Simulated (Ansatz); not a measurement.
# Zn in Ansatz: further runs, part 2 of 2

Ansatz 0.2.0. Earlier steps stand in the parts before.

### 3 Single point, PBE (the (0 0 1) slab of Zn, cut from the database cell, not relaxed)

Input file input.yaml:

```yaml
crystal:
  lattice:
    - [2.61697402, 0.0, 0.0]
    - [-1.30848701, 2.2681701736, 0.0]
    - [0.0, 0.0, 24.7167705914]
  atoms:
    - { symbol: Zn, position: [0.3393536486, 0.6787072973, 0.3034376992] }
    - { symbol: Zn, position: [0.0115275509, 0.0230551018, 0.4011997588] }
    - { symbol: Zn, position: [0.3508811995, 0.7017623991, 0.5] }
    - { symbol: Zn, position: [0.6902348482, 0.3804696963, 0.5988002412] }
    - { symbol: Zn, position: [0.3624087504, 0.7248175009, 0.6965623008] }
hamiltonian:
  xc: pbe
  pseudopotentials: { kind: paw, source: ansatz }
kpoints:
  mp_grid: { grid: [12, 12, 1] }
scf:
  occupations: { method: fermi_dirac, width: 0.05 }
output:
  forces: true
  eigenvalues: true
efield:
  axis: 3
  dipole_correction: true
  ramp_width: 0.04
```

Potentials or basis: Ansatz PAW earlier set.

Started as:

```sh
ansatz run input.yaml --threads 4 --pin off --max-ram 11264MiB --backend cpu --events-out ev --progress --plain --runs-dir out
```

The log of the run:

```text
Warning: RAYON_NUM_THREADS=4 ignored (pool sized by the plan → 4); use --threads N
Engine: ansatz 0.2.0, aarch64-unknown-linux-gnu
Pseudopotentials: kind: paw
Pseudopotential: Zn, paw, valence charge 20, recommended cutoff 660 eV (normal), Zn.paw.azcp
Functional definition: PBE
  parameter kappa = 0.804
  parameter beta = 0.06672455060314922
  exchange = pbe_x(kappa = kappa, mu = beta*pi^2/3)
  correlation = pbe_c(beta = beta)
Crystal: 5 atoms, lattice volume = 146.712 Å³
Basis set: ecut = 660 eV, 5739 PW (Γ), exchange–correlation on 48×48×432 points (8 copies of the dense FFT grid, shifted against one another)
Bands: 60, of which v1, the nominal top of the filled ones, is band 50 counted from 1 (49 counted from 0)
Symmetry: 2 space group operations
k-points: 43 of 144 (time reversal used)
Non-local potential: Zn, projectors of the file, l = 0: 3, l = 1: 3, l = 2: 3, l = 3: 1
PAW form: soft (Blöchl's): semilocal exchange-correlation on the pseudo side does not see the compensation charge
PAW one-centre angular grid: Zn, 590 points (default); XC on 64 Gauss nodes
Initial density: superposition of atomic densities (neutral atoms: chi_scale 0, normalization atom)
Initial wavefunctions: pseudopotential atomic-orbital guess
Functional: x = pbe(κ = 0.804, μ = 0.2195149727645171), c = pbe(β = 0.06672455060314922)
iter 1 solved again at ethr=2.20e-3 eV; its pass at ethr=3.10e-3 eV (dr2=2.20e0 eV) is discarded
SCF iter   1: F=—  HF=-37415.998509 eV  |F-HF|=—  |Δ(HF+E_count)|=         —  Δρ=4.39e-2  dr2=2.27e0  ethr=2.20e-3  p=0.000 e·Å  D=4.66e-13 V/Å  ΔV_dip=-0.00 eV  dr2_dipole=5.75e-12  V_vac-E_F(+/−)=3.98/3.98 eV  ⟨swp⟩=1.8  Hψ=13786  notcnv=0
efield: sawtooth ramp at fractional position 0.9800 (placed from the atoms, in the widest stretch of the axis that holds none; the zero of the levels goes with the place), width 0.0400; the density the first Hamiltonian is built on has a dipole p = 0.000 e·Å; the dipole correction subtracts the counter field D = 4.66e-13 V/Å, which shifts the + side's vacuum level by -0.00 eV against the − side's; the planar-averaged density in the ramp window peaks in size at 3.0e-7 e/Å³
preconditioner: auto → LDOS  [metal: Δε(μ)=0.019 eV  Ē_g=11.379 eV  σ=0.050 eV  W_gap=0.09  n_scr=20 (ndim 8)  ℏωp=23.7 eV  f_vac=0.485  D(μ)=1.62/eV (n_scr^D=10)  β→1.0]
SCF iter   2: F=—  HF=-37416.331808 eV  |F-HF|=—  |Δ(HF+E_count)|=   3.33e-1  Δρ=6.61e-2  dr2=2.61e0  ethr=2.20e-3  p=-0.000 e·Å  D=-2.26e-5 V/Å  ΔV_dip=0.00 eV  dr2_dipole=2.47e-6  V_vac-E_F(+/−)=4.15/4.15 eV  ⟨swp⟩=3.5  Hψ=5705  notcnv=0  defer=9
SCF iter   3: F=—  HF=-37415.404340 eV  |F-HF|=—  |Δ(HF+E_count)|=   9.27e-1  Δρ=7.73e-3  dr2=3.27e-2  ethr=2.20e-3  p=0.000 e·Å  D=1.26e-5 V/Å  ΔV_dip=-0.00 eV  dr2_dipole=2.06e-7  V_vac-E_F(+/−)=4.03/4.03 eV  ⟨swp⟩=2.3  Hψ=4944  notcnv=0  defer=131
SCF iter   4: F=—  HF=-37415.411374 eV  |F-HF|=—  |Δ(HF+E_count)|=   7.03e-3  Δρ=4.04e-3  dr2=1.08e-2  ethr=3.27e-5  p=-0.000 e·Å  D=-1.03e-5 V/Å  ΔV_dip=0.00 eV  dr2_dipole=1.63e-10  V_vac-E_F(+/−)=4.00/4.00 eV  ⟨swp⟩=2.5  Hψ=5454  notcnv=0  defer=131
SCF iter   5: F=—  HF=-37415.410063 eV  |F-HF|=—  |Δ(HF+E_count)|=   1.31e-3  Δρ=2.52e-3  dr2=4.72e-3  ethr=1.08e-5  p=0.000 e·Å  D=3.76e-6 V/Å  ΔV_dip=-0.00 eV  dr2_dipole=7.27e-8  V_vac-E_F(+/−)=3.97/3.97 eV  ⟨swp⟩=2.0  Hψ=4769  notcnv=0  defer=131
SCF iter   6: F=—  HF=-37415.409207 eV  |F-HF|=—  |Δ(HF+E_count)|=   8.57e-4  Δρ=7.85e-4  dr2=5.01e-4  ethr=4.72e-6  p=0.000 e·Å  D=2.46e-7 V/Å  ΔV_dip=-0.00 eV  dr2_dipole=6.75e-9  V_vac-E_F(+/−)=3.95/3.95 eV  ⟨swp⟩=2.0  Hψ=3799  notcnv=0  defer=131
SCF iter   7: F=—  HF=-37415.409115 eV  |F-HF|=—  |Δ(HF+E_count)|=   9.17e-5  Δρ=2.17e-4  dr2=3.67e-5  ethr=5.01e-7  p=0.000 e·Å  D=1.39e-6 V/Å  ΔV_dip=-0.00 eV  dr2_dipole=3.15e-9  V_vac-E_F(+/−)=3.94/3.94 eV  ⟨swp⟩=2.0  Hψ=4300  notcnv=0  defer=131
SCF iter   8: F=—  HF=-37415.409083 eV  |F-HF|=—  |Δ(HF+E_count)|=   3.22e-5  Δρ=4.51e-5  dr2=1.67e-6  ethr=3.67e-8  p=-0.000 e·Å  D=-1.90e-7 V/Å  ΔV_dip=0.00 eV  dr2_dipole=1.02e-10  V_vac-E_F(+/−)=3.94/3.94 eV  ⟨swp⟩=2.3  Hψ=4698  notcnv=0  defer=131
SCF iter   9: F=—  HF=-37415.409083 eV  |F-HF|=—  |Δ(HF+E_count)|=   3.41e-7  Δρ=1.15e-5  dr2=1.30e-7  ethr=1.67e-9  p=0.000 e·Å  D=1.99e-7 V/Å  ΔV_dip=-0.00 eV  dr2_dipole=2.97e-14  V_vac-E_F(+/−)=3.94/3.94 eV  ⟨swp⟩=2.5  Hψ=4920  notcnv=0  defer=131
SCF iter  10: F=-37415.409083 eV  HF=-37415.409083 eV  |F-HF|=8.26e-9  |Δ(HF+E_count)|=   5.96e-8  Δρ=3.75e-6  dr2=1.24e-8  ethr=1.00e-10  p=-0.000 e·Å  D=-3.33e-7 V/Å  ΔV_dip=0.00 eV  dr2_dipole=1.81e-10  V_vac-E_F(+/−)=3.94/3.94 eV  ⟨swp⟩=11.5  Hψ=11597  notcnv=0
SCF 1 converged in 10 iterations: F = -37415.409083 eV  dr2 = 1.24e-8
SCF converged after 10 iterations
Free energy (F): -37415.409083 eV
Harris-Foulkes:  -37415.409083 eV  (|F-HF|=8.26e-9)
Internal energy: -37415.396254 eV  (E = F + TS)
E sigma→0 (E₀):  -37415.402668 eV
Entropy (-TS):   -0.012829 eV (-2.566 meV/atom)
Fermi energy:    5.406014 eV
Dipole field:    D = -0.000021 V/Å  (p = -0.000017 e·Å, saw-weighted, corrected)
Work function:   Φ+ = 3.9396 eV   Φ− = 3.9390 eV
Levels:          The Fermi level and band energies are counted from a zero that moves with the ramp; work functions are not
--- Per-component energies (eV) ---
  E_band       = -3590.390130
  E_kinetic    = 2719.781396
  E_local      = -197537.346347  (includes V_loc(G=0)·N_el)
  E_nonlocal   = 4670.157145
  E_hartree    = 94778.143221
  E_xc         = -726.020258
  E_vxc        = -942.122734  (∫ρ·V_xc dr)
  E_paw        = -8475.345834  (= ΣΔE_a)
  E_vpaw       = -2057.137186  (= ΣTr[D̂ρ^β])
  E_aug_tail   = 0.000606  (compensation charges beyond the density's cutoff)
  E_efield     = 0.000000  (sawtooth field / dipole correction)
  E_vefield    = 0.000000  (∫n·V_field dr)
  E_ewald      = 67155.233817
  E_smearing   = -0.012829  (= −TS)
  E_closure    = -0.000000  (closes the sum)
  Σ components = -37415.409083   (vs F -37415.409083, Δ=0.00e0)
--- Forces (eV/Å), atoms counted from 1 ---
  atom   1  Zn    -0.00000000     0.01215736    -0.18210715
  atom   2  Zn     0.00000000    -0.00353469     0.03615682
  atom   3  Zn     0.00000000    -0.00000021     0.00000159
  atom   4  Zn    -0.00000000     0.00353469    -0.03616767
  atom   5  Zn     0.00000000    -0.01215777     0.18212046
  max |Σ_I F_I| component: 4.05e-6 eV/Å
--- Band table (eV; the first three rows and the last of 43) ---
  k-point 0: bands = ["-121.5282", "-121.5217", "-121.5217", "-121.2350", "-121.2348", "-75.6823", "-75.6715", "-75.6689", "-75.6613", "-75.6606", "-75.6560", "-75.6560", "-75.6559", "-75.6559", "-75.3998", "-75.3996", "-75.3627", "-75.3625", "-75.3625", "-75.3623", "-5.4411", "-4.8219", "-4.0266", "-3.6008", "-3.5926", "-2.8555", "-2.7038", "-2.6412", "-2.6393", "-2.6169", "-2.6134", "-2.6096", "-2.6033", "-2.3245", "-2.3218", "-2.3200", "-2.3196", "-2.3194", "-2.1685", "-2.1604", "-2.0994", "-2.0950", "-2.0217", "-2.0096", "-1.7941", "-1.7933", "-1.7925", "-1.7917", "-1.2178", "0.7129", "2.3771", "5.0742", "7.5285", "8.7701", "9.6185", "9.9332", "11.8754", "11.9316", "14.6038", "14.9066"]
  k-point 1: bands = ["-121.5280", "-121.5215", "-121.5215", "-121.2348", "-121.2346", "-75.6819", "-75.6713", "-75.6688", "-75.6636", "-75.6612", "-75.6583", "-75.6583", "-75.6566", "-75.6565", "-75.3995", "-75.3993", "-75.3649", "-75.3646", "-75.3633", "-75.3631", "-5.2296", "-4.6180", "-3.8563", "-3.4844", "-3.4769", "-2.8353", "-2.7122", "-2.6662", "-2.6420", "-2.6285", "-2.5877", "-2.5623", "-2.5545", "-2.4478", "-2.3543", "-2.3355", "-2.2767", "-2.2726", "-2.1875", "-2.1791", "-2.1752", "-2.1003", "-2.0125", "-1.9977", "-1.8478", "-1.8135", "-1.8005", "-1.7995", "-0.9839", "0.8735", "2.6647", "5.2848", "7.7230", "8.9713", "9.8238", "10.1321", "12.0746", "12.1337", "14.8090", "15.1004"]
  k-point 2: bands = ["-121.5273", "-121.5209", "-121.5208", "-121.2342", "-121.2339", "-75.6809", "-75.6715", "-75.6692", "-75.6684", "-75.6648", "-75.6647", "-75.6629", "-75.6583", "-75.6581", "-75.3988", "-75.3986", "-75.3713", "-75.3711", "-75.3650", "-75.3648", "-4.6212", "-4.0512", "-3.4505", "-3.2141", "-3.1935", "-2.8123", "-2.7465", "-2.7194", "-2.6777", "-2.6478", "-2.5884", "-2.4853", "-2.4451", "-2.4235", "-2.4199", "-2.3707", "-2.3637", "-2.2472", "-2.2143", "-2.1815", "-2.1157", "-2.0758", "-2.0363", "-2.0165", "-1.9396", "-1.8181", "-1.8160", "-1.6098", "-0.4419", "1.3496", "3.4709", "5.9144", "8.3049", "9.5740", "10.4365", "10.7273", "12.6654", "12.7347", "15.4074", "15.6468"]
  k-point 42: bands = ["-121.5247", "-121.5183", "-121.5182", "-121.2316", "-121.2313", "-75.6897", "-75.6855", "-75.6850", "-75.6771", "-75.6759", "-75.6717", "-75.6715", "-75.6674", "-75.6671", "-75.3960", "-75.3958", "-75.3916", "-75.3914", "-75.3782", "-75.3780", "-3.0507", "-3.0308", "-2.9876", "-2.9292", "-2.9040", "-2.7765", "-2.7686", "-2.6771", "-2.6260", "-2.5628", "-2.5529", "-2.5139", "-2.4557", "-2.3975", "-2.3216", "-2.3057", "-2.2011", "-2.1978", "-2.1286", "-2.0752", "-2.0413", "-1.9593", "-1.8773", "-1.7396", "-1.7378", "1.0836", "1.6909", "2.7182", "4.0937", "5.6292", "8.4498", "8.6087", "8.7620", "9.2439", "9.3283", "10.3729", "10.4761", "10.6613", "11.5571", "11.8357"]
```

It took 20 s on 4 threads of Arm Neoverse V1, shared host; peak memory 0.89 GiB.

What came out:

```
Free energy                     : -37415.4091 eV
Largest force                   : 0.183 eV/Å
Band gap on the k mesh          : none (metal or under the smearing width)
Work function of the upper face : 3.94 eV
Work function of the lower face : 3.94 eV
Dipole across the slab          : 0.000 e·Å
```

Forces on the atoms (eV/Å):
```
Zn   0.000  0.012 -0.182
Zn   0.000 -0.004  0.036
Zn   0.000  0.000  0.000
Zn   0.000  0.004 -0.036
Zn   0.000 -0.012  0.182
```

### 4 Single point, PBE (the (0 0 1) slab of Zn, cut from the database cell, not relaxed)

input.yaml: that of step 3 with these lines changed.

```diff
@@ -13,3 +13,3 @@
   xc: pbe
-  pseudopotentials: { kind: paw, source: ansatz }
+  pseudopotentials: { kind: nc }
 kpoints:
```

Potentials or basis: Ansatz NC.

Started as:

```sh
ansatz run input.yaml --threads 4 --pin off --max-ram 11264MiB --backend cpu --events-out ev --progress --plain --runs-dir out
```

Run time: 37 s. Hardware: 4 threads of Arm Neoverse V1, shared host; peak memory 1.5 GiB.

Results (log left out):

| Property | Result |
| --- | --- |
| Free energy | -28437.3974 eV |
| Largest force | 0.180 eV/Å |
| Band gap on the k mesh | none (metal or under the smearing width) |
| Work function of the upper face | 3.94 eV |
| Work function of the lower face | 3.94 eV |
| Dipole across the slab | 0.000 e·Å |

Forces in eV/Å, atoms in the order of the input:
```
Zn   0.000  0.012 -0.180
Zn   0.000 -0.004  0.036
Zn   0.000  0.000  0.000
Zn   0.000  0.004 -0.036
Zn   0.000 -0.012  0.180
```

Levels at points of the mesh, in eV from the Fermi level:
| k point | band 46 | band 47 | band 48 | band 49 | band 50 | band 51 | band 52 | band 53 | band 54 | band 55 |
| --- | --- | --- | --- | --- | --- | --- | --- | --- | --- | --- |
| (0.00, 0.00, 0.00) | -7.16 | -7.16 | -7.16 | -6.61 | -4.69 | -3.03 | -0.33 | 2.13 | 3.37 | 4.21 |
| (0.00, -0.50, 0.00) | -3.04 | -2.71 | -2.07 | -1.91 | -1.77 | 0.02 | 0.79 | 1.07 | 2.23 | 2.68 |
| (-0.50, 0.00, 0.00) | -3.01 | -2.73 | -2.13 | -1.88 | -1.74 | 0.13 | 0.73 | 1.03 | 2.31 | 2.66 |

### 5 The runs side by side

```csv
potentials or basis,cutoff (eV),gap on the mesh (eV),largest force (eV/Å),work function (eV)
PseudoDojo stringent (PBE files),1143,none,0.18,3.94
Ansatz PAW earlier set,660,none,0.18,3.94
Ansatz NC,1143,none,0.18,3.94
```

Alike in all rows: task single point; level PBE; no spin polarisation; cell the (0 0 1) slab of Zn, cut from the database cell, not relaxed; k mesh 12 × 12 × 1; smearing fermi-dirac 0.05 eV.

Total energies depend on the potentials used, so only differences within one code and one set of settings carry meaning.
